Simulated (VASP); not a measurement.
# SrO (Fm-3m) in VASP: further runs, part 2 of 2

VASP 6.6.1. The steps go on from the part before.

### 3 Band structure, r2SCAN

File INCAR:

```
SYSTEM = SrO
  PREC = Accurate
  ENCUT = 520
  EDIFF = 1E-6
  ISMEAR = 0
  SIGMA = 0.02
  LREAL = .False.
  LASPH = .True.
  NELM = 60
  ALGO = Normal
  ISIF = 2
  LWAVE = .False.
  LCHARG = .False.
  METAGGA = R2SCAN
  LMIXTAU = .True.
  NBANDS = 15
```

File KPOINTS:

```
Automatic mesh
0
Gamma
  8 8 8
  0 0 0
```

File POSCAR:

```
SrO
1.0
    0.0000000000      2.5661400000      2.5661400000
    2.5661400000      0.0000000000      2.5661400000
    2.5661400000      2.5661400000      0.0000000000
Sr O
1 1
Direct
    0.0000000000      0.0000000000      0.0000000000
    0.5000000000      0.5000000000      0.5000000000
```

File KPOINTS_OPT:

```
path GXWKGLUWLK,UX
10
line-mode
reciprocal
 0.0000000000  0.0000000000  0.0000000000  G
 0.5000000000  0.0000000000  0.5000000000  X

 0.5000000000  0.0000000000  0.5000000000  X
 0.5000000000  0.2500000000  0.7500000000  W

 0.5000000000  0.2500000000  0.7500000000  W
 0.3750000000  0.3750000000  0.7500000000  K

 0.3750000000  0.3750000000  0.7500000000  K
 0.0000000000  0.0000000000  0.0000000000  G

 0.0000000000  0.0000000000  0.0000000000  G
 0.5000000000  0.5000000000  0.5000000000  L

 0.5000000000  0.5000000000  0.5000000000  L
 0.6250000000  0.2500000000  0.6250000000  U

 0.6250000000  0.2500000000  0.6250000000  U
 0.5000000000  0.2500000000  0.7500000000  W

 0.5000000000  0.2500000000  0.7500000000  W
 0.5000000000  0.5000000000  0.5000000000  L

 0.5000000000  0.5000000000  0.5000000000  L
 0.3750000000  0.3750000000  0.7500000000  K

 0.6250000000  0.2500000000  0.6250000000  U
 0.5000000000  0.0000000000  0.5000000000  X
```

Potentials or basis: VASP PAW PBE potentials, release 64 (Sr_sv, O).

Command:

```console
$ cat potpaw_PBE.64/Sr_sv/POTCAR potpaw_PBE.64/O/POTCAR > POTCAR
$ mpirun -np 1 vasp_std > vasp.out
```

OUTCAR:

```text
SYSTEM = SrO
   PREC = Accurate
   ENCUT = 520
   EDIFF = 1E-6
   ISMEAR = 0
   LREAL = .False.
   LASPH = .True.
   NELM = 60
   ISIF = 2
   METAGGA = R2SCAN

 ion  position               nearest neighbor table
   1  0.000  0.000  0.000-   2 2.57   2 2.57   2 2.57   2 2.57   2 2.57   2 2.57
   2  0.500  0.500  0.500-   1 2.57   1 2.57   1 2.57   1 2.57   1 2.57   1 2.57

  LATTYP: Found a face centered cubic cell.
 ALAT       =     5.1322800000

  Lattice vectors:

 A1 = (   0.0000000000,   2.5661400000,   2.5661400000)
 A2 = (   2.5661400000,   0.0000000000,   2.5661400000)
 A3 = (   2.5661400000,   2.5661400000,   0.0000000000)

Analysis of symmetry for initial positions (statically):
=====================================================================
 Subroutine PRICEL returns:
 Original cell was already a primitive cell.

 Routine SETGRP: Setting up the symmetry group for a
 face centered cubic supercell.

 Subroutine GETGRP returns: Found 48 space group operations
 (whereof 48 operations were pure point group operations)
 out of a pool of 48 trial point group operations.

The static configuration has the point symmetry O_h .

Analysis of symmetry for dynamics (positions and initial velocities):
=====================================================================
 Subroutine PRICEL returns:
 Original cell was already a primitive cell.

 Routine SETGRP: Setting up the symmetry group for a
 face centered cubic supercell.

 Subroutine GETGRP returns: Found 48 space group operations
 (whereof 48 operations were pure point group operations)
 out of a pool of 48 trial point group operations.

The dynamic configuration has the point symmetry O_h .

 Subroutine INISYM returns: Found 48 space group operations
 (whereof 48 operations are pure point group operations),
 and found     1 'primitive' translations

----------------------------------------------------------------------------------------

                                     Primitive cell

  volume of cell :      33.7964

[... 120 lines left out ...]
 Gauss-broadening in eV      SIGMA  =   0.02
  energy-cutoff  :      520.00
  volume of cell :       33.80
 maximum number of plane-waves:       941
   NGX = 13   NGY = 13   NGZ = 13

 number of electron      15.9999996 magnetization

 Free energy of the ion-electron system (eV)
  ---------------------------------------------------
  ext. energy  EPLUGINS =         0.00000000
  ---------------------------------------------------
  free energy    TOTEN  =       -27.05075146 eV

  energy without entropy =      -27.05075146  energy(sigma->0) =      -27.05075146

 E-fermi :   1.5553     XC(G=0): -10.6154

 val. band max:        1.3681909907   @ k =   0.0000   0.0000   0.0000
 cond. band min:       5.1079411518   @ k =   0.5000   0.5000   0.0000
 fundamental gap:      3.7397501612
 Fermi energy:         1.5552896490

 k-point     1 :       0.0000    0.0000    0.0000
  band No.  band energies     occupation
      1     -32.0824      2.00000
      2     -14.6670      2.00000
      3     -13.0997      2.00000
      4     -13.0997      2.00000
      5     -13.0997      2.00000
      6       1.3682      2.00000
      7       1.3682      2.00000
      8       1.3682      2.00000
      9       6.0709      0.00000
     10       8.1590      0.00000
     11       8.1590      0.00000
     12       8.1590      0.00000
     13      10.4932      0.00000
     14      10.4932      0.00000
[... 401 lines left out ...]
      2     -15.7208      2.00000
      3     -13.4847      2.00000
      4     -13.3323      2.00000
      5     -12.4224      2.00000
      6      -0.1768      2.00000
      7       0.5061      2.00000
      8       0.5884      2.00000
      9       8.3053      0.00000
     10       8.6843      0.00000
     11      11.4352      0.00000
     12      11.5385      0.00000
     13      13.7792      0.00000
     14      15.1111      0.00000
     15      15.8384      0.00000

 [... further k-points ...]

------------------------ aborting loop because EDIFF is reached ----------------------------------------

  FORCE on cell =-STRESS in cart. coord.  units (eV):
  Direction    XX          YY          ZZ          XY          YZ          ZX
  --------------------------------------------------------------------------------------
  -------------------------------------------------------------------------------------
  Total        0.4483130      0.4483130      0.4483130     -0.0000000      0.0000000      0.0000000
  in kB       21.2530295     21.2530295     21.2530295     -0.0000000      0.0000000      0.0000000
  external PRESSURE =      21.2530295 kB  Pullay stress =       0.0000000 kB

 VOLUME and BASIS-vectors are now :
 -----------------------------------------------------------------------------
  energy-cutoff  :      520.00
  volume of cell :       33.80
      direct lattice vectors                 reciprocal lattice vectors
     0.000000000  2.566140000  2.566140000    -0.194845176  0.194845176  0.194845176
     2.566140000  0.000000000  2.566140000     0.194845176 -0.194845176  0.194845176
     2.566140000  2.566140000  0.000000000     0.194845176  0.194845176 -0.194845176

 POSITION                                       TOTAL-FORCE (eV/Angst)
 -----------------------------------------------------------------------------------
      0.00000      0.00000      0.00000        -0.000000      0.000000      0.000000
      2.56614      2.56614      2.56614         0.000000     -0.000000     -0.000000
 -----------------------------------------------------------------------------------
    total drift:                                0.000000      0.000000      0.000000

  FREE ENERGIE OF THE ION-ELECTRON SYSTEM (eV)
  ---------------------------------------------------
  free  energy   TOTEN  =       -27.0507514635 eV

  energy  without entropy=      -27.0507514635  energy(sigma->0) =      -27.05075146
```

stdout:

```text
POSCAR found type information on POSCAR SrO
 POSCAR found :  2 types and       2 ions
 scaLAPACK will be used
 -----------------------------------------------------------------------------
|                                                                             |
|                                                                             |
|     You enforced a specific xc type in the INCAR file but a different       |
|     I HOPE YOU KNOW WHAT YOU ARE DOING!                                     |
|                                                                             |
 -----------------------------------------------------------------------------

 LDA part: xc-table for (None), standard interpolation
 POSCAR, INCAR and KPOINTS ok, starting setup
 FFT: planning ... GRIDC
 FFT: planning ... GRID_SOFT
 FFT: planning ... GRID
 WAVECAR not read
 entering main loop
 Start KPOINTS_OPT (optional k-point list driver)
k-point batch [1-29\100]
k-point batch [30-58\100]
k-point batch [59-87\100]
k-point batch [88-100\100]
```

Wall time 2.3 min (1 thread of Intel Xeon Platinum 8488C (Sapphire Rapids), shared host); peak memory 0.18 GiB.

What came out:

* Free energy: -27.0508 eV
* Pressure: 2.1 GPa
* Band gap on the k mesh: 3.74 eV, indirect (least direct gap 3.82 eV)
* Band gap along the path: 3.74 eV, indirect (least direct gap 3.82 eV)

Levels at the corners of the path, in eV from the valence-band top:
| point | band 5 | band 6 | band 7 | band 8 | band 9 | band 10 | band 11 | band 12 |
| --- | --- | --- | --- | --- | --- | --- | --- | --- |
| Γ | -14.47 | 0.00 | 0.00 | 0.00 | 4.70 | 6.79 | 6.79 | 6.79 |
| X | -14.83 | -0.42 | -0.08 | -0.08 | 3.74 | 8.57 | 10.96 | 11.17 |
| X | -14.83 | -0.42 | -0.08 | -0.08 | 3.74 | 8.57 | 10.96 | 11.17 |
| W | -14.01 | -1.12 | -0.42 | -0.42 | 6.57 | 6.57 | 9.37 | 11.77 |
| W | -14.01 | -1.12 | -0.42 | -0.42 | 6.57 | 6.57 | 9.37 | 11.77 |
| K | -14.20 | -0.93 | -0.57 | -0.46 | 5.29 | 8.54 | 9.49 | 10.82 |
| K | -14.20 | -0.93 | -0.57 | -0.46 | 5.29 | 8.54 | 9.49 | 10.82 |
| Γ | -14.47 | 0.00 | 0.00 | 0.00 | 4.70 | 6.79 | 6.79 | 6.79 |
| Γ | -14.47 | 0.00 | 0.00 | 0.00 | 4.70 | 6.79 | 6.79 | 6.79 |
| L | -13.44 | -2.13 | -1.14 | -1.14 | 7.14 | 9.13 | 9.52 | 9.52 |
| L | -13.44 | -2.13 | -1.14 | -1.14 | 7.14 | 9.13 | 9.52 | 9.52 |
| U | -14.20 | -0.93 | -0.57 | -0.46 | 5.29 | 8.54 | 9.49 | 10.82 |
| U | -14.20 | -0.93 | -0.57 | -0.46 | 5.29 | 8.54 | 9.49 | 10.82 |
| W | -14.01 | -1.12 | -0.42 | -0.42 | 6.57 | 6.57 | 9.37 | 11.77 |
| W | -14.01 | -1.12 | -0.42 | -0.42 | 6.57 | 6.57 | 9.37 | 11.77 |
| L | -13.44 | -2.13 | -1.14 | -1.14 | 7.14 | 9.13 | 9.52 | 9.52 |
| L | -13.44 | -2.13 | -1.14 | -1.14 | 7.14 | 9.13 | 9.52 | 9.52 |
| K | -14.20 | -0.93 | -0.57 | -0.46 | 5.29 | 8.54 | 9.49 | 10.82 |
| U | -14.20 | -0.93 | -0.57 | -0.46 | 5.29 | 8.54 | 9.49 | 10.82 |
| X | -14.83 | -0.42 | -0.08 | -0.08 | 3.74 | 8.57 | 10.96 | 11.17 |

Caveat: the PAW data sets were made with another functional, which shifts forces and pressure a little.

### 4 Band structure, TB-mBJ

POSCAR is that of step 3.

File INCAR.step1:

```
SYSTEM = SrO
  PREC = Accurate
  ENCUT = 520
  EDIFF = 1E-5
  ISMEAR = 0
  SIGMA = 0.02
  LREAL = .False.
  LASPH = .True.
  NELM = 60
  ALGO = Normal
  ISIF = 2
  LWAVE = .True.
  LCHARG = .False.
  NBANDS = 15
  GGA = PE
```

File INCAR.step2:

```
SYSTEM = SrO
  PREC = Accurate
  ENCUT = 520
  EDIFF = 1E-6
  ISMEAR = 0
  SIGMA = 0.02
  LREAL = .False.
  LASPH = .True.
  NELM = 60
  ALGO = Normal
  ISIF = 2
  LWAVE = .False.
  LCHARG = .False.
  METAGGA = MBJ
  NBANDS = 15
  ISTART = 1
```

KPOINTS is that of step 3.

KPOINTS_OPT is that of step 3.

Potentials or basis: VASP PAW PBE potentials, release 64 (Sr_sv, O).

Command:

```console
$ cat potpaw_PBE.64/Sr_sv/POTCAR potpaw_PBE.64/O/POTCAR > POTCAR
$ cp INCAR.step1 INCAR
$ mpirun -np 1 vasp_std > vasp.out
$ cp INCAR.step2 INCAR
$ mpirun -np 1 vasp_std > vasp.out
```

OUTCAR:

```text
SYSTEM = SrO
   PREC = Accurate
   ENCUT = 520
   EDIFF = 1E-6
   ISMEAR = 0
   LREAL = .False.
   LASPH = .True.
   NELM = 60
   ISIF = 2
   METAGGA = MBJ
   ISTART = 1

 ion  position               nearest neighbor table
   1  0.000  0.000  0.000-   2 2.57   2 2.57   2 2.57   2 2.57   2 2.57   2 2.57
   2  0.500  0.500  0.500-   1 2.57   1 2.57   1 2.57   1 2.57   1 2.57   1 2.57

  LATTYP: Found a face centered cubic cell.
 ALAT       =     5.1322800000

  Lattice vectors:

 A1 = (   0.0000000000,   2.5661400000,   2.5661400000)
 A2 = (   2.5661400000,   0.0000000000,   2.5661400000)
 A3 = (   2.5661400000,   2.5661400000,   0.0000000000)

Analysis of symmetry for initial positions (statically):
=====================================================================
 Subroutine PRICEL returns:
 Original cell was already a primitive cell.

 Routine SETGRP: Setting up the symmetry group for a
 face centered cubic supercell.

 Subroutine GETGRP returns: Found 48 space group operations
 (whereof 48 operations were pure point group operations)
 out of a pool of 48 trial point group operations.

[... 177 lines left out ...]
      6       2.3891      2.00000
      7       2.3891      2.00000
      8       2.3893      2.00000
      9       8.4991      0.00000
     10       9.6763      0.00000
     11       9.6763      0.00000
     12       9.6763      0.00000
     13      11.2169      0.00000
     14      11.2169      0.00000
[... 401 lines left out ...]
      2     -14.7296      2.00000
      3     -12.4959      2.00000
      4     -12.3810      2.00000
      5     -11.6668      2.00000
      6       1.1342      2.00000
      7       1.6220      2.00000
      8       1.7093      2.00000
      9      10.1163      0.00000
     10      10.5544      0.00000
     11      12.4096      0.00000
     12      12.5499      0.00000
     13      14.1665      0.00000
     14      16.5710      0.00000
     15      17.3221      0.00000

 [... further k-points ...]

------------------------ aborting loop because EDIFF is reached ----------------------------------------

  FORCE on cell =-STRESS in cart. coord.  units (eV):
  Direction    XX          YY          ZZ          XY          YZ          ZX
  --------------------------------------------------------------------------------------
  -------------------------------------------------------------------------------------
  Total      -12.7412119    -12.7412119    -12.7412119      0.0000000      0.0000000      0.0000000
  in kB     -604.0185639   -604.0185639   -604.0185639      0.0000000      0.0000000      0.0000000
  external PRESSURE =    -604.0185639 kB  Pullay stress =       0.0000000 kB

 VOLUME and BASIS-vectors are now :
 -----------------------------------------------------------------------------
  energy-cutoff  :      520.00
  volume of cell :       33.80
      direct lattice vectors                 reciprocal lattice vectors
     0.000000000  2.566140000  2.566140000    -0.194845176  0.194845176  0.194845176
     2.566140000  0.000000000  2.566140000     0.194845176 -0.194845176  0.194845176
     2.566140000  2.566140000  0.000000000     0.194845176  0.194845176 -0.194845176

 POSITION                                       TOTAL-FORCE (eV/Angst)
 -----------------------------------------------------------------------------------
      0.00000      0.00000      0.00000        -0.000000     -0.000000     -0.000000
      2.56614      2.56614      2.56614         0.000000      0.000000      0.000000
 -----------------------------------------------------------------------------------
    total drift:                                0.000000      0.000000      0.000000

  FREE ENERGIE OF THE ION-ELECTRON SYSTEM (eV)
  ---------------------------------------------------
  free  energy   TOTEN  =       163.1914105939 eV

  energy  without entropy=      163.1914105939  energy(sigma->0) =      163.19141059
```

It took 1.9 min on 1 thread of Intel Xeon Platinum 8488C (Sapphire Rapids), shared host; peak memory 0.18 GiB.

What came out:

| Quantity | Value |
| --- | --- |
| Band gap on the k mesh | 4.91 eV, indirect (least direct gap 4.98 eV) |
| Band gap along the path | 4.91 eV, indirect (least direct gap 4.98 eV) |

Levels at the corners of the path, in eV from the valence-band top:
| point | band 6 | band 7 | band 8 | band 9 | band 10 | band 11 |
| --- | --- | --- | --- | --- | --- | --- |
| Γ | 0.00 | 0.00 | 0.00 | 6.11 | 7.29 | 7.29 |
| X | -0.32 | -0.07 | -0.07 | 4.91 | 8.58 | 10.27 |
| X | -0.32 | -0.07 | -0.07 | 4.91 | 8.58 | 10.27 |
| W | -1.00 | -0.31 | -0.31 | 7.44 | 7.44 | 9.15 |
| W | -1.00 | -0.31 | -0.31 | 7.44 | 7.44 | 9.15 |
| K | -0.76 | -0.53 | -0.34 | 6.27 | 9.29 | 9.35 |
| K | -0.76 | -0.53 | -0.34 | 6.27 | 9.29 | 9.35 |
| Γ | 0.00 | 0.00 | 0.00 | 6.11 | 7.29 | 7.29 |
| Γ | 0.00 | 0.00 | 0.00 | 6.11 | 7.29 | 7.29 |
| L | -1.69 | -1.04 | -1.04 | 7.86 | 9.60 | 9.60 |
| L | -1.69 | -1.04 | -1.04 | 7.86 | 9.60 | 9.60 |
| U | -0.76 | -0.53 | -0.34 | 6.27 | 9.29 | 9.35 |
| U | -0.76 | -0.53 | -0.34 | 6.27 | 9.29 | 9.35 |
| W | -1.00 | -0.31 | -0.31 | 7.44 | 7.44 | 9.15 |
| W | -1.00 | -0.31 | -0.31 | 7.44 | 7.44 | 9.15 |
| L | -1.69 | -1.04 | -1.04 | 7.86 | 9.60 | 9.60 |
| L | -1.69 | -1.04 | -1.04 | 7.86 | 9.60 | 9.60 |
| K | -0.76 | -0.53 | -0.34 | 6.27 | 9.29 | 9.35 |
| U | -0.76 | -0.53 | -0.34 | 6.27 | 9.29 | 9.35 |
| X | -0.32 | -0.07 | -0.07 | 4.91 | 8.58 | 10.27 |

Caveat: the PAW data sets were made with another functional, which shifts forces and pressure a little.

### 5 The runs side by side

| level | gap on the mesh (eV) |
| --- | --- |
| PBEsol | 3.15 |
| r2SCAN | 3.74 |
| TB-mBJ | 4.91 |

Alike in all rows: task band structure; potentials or basis VASP PAW PBE potentials, release 64 (Sr_sv, O); no spin polarisation; cell as given; k mesh 8 × 8 × 8; cutoff (eV) 520; smearing gaussian 0.02 eV.

On the cell as given the gap runs from 3.15 eV (PBEsol) to 4.91 eV (TB-mBJ).

Caveats: the PAW data sets were made with another functional, which shifts forces and pressure a little.

Absolute energies hang on the potentials; compare differences alone.
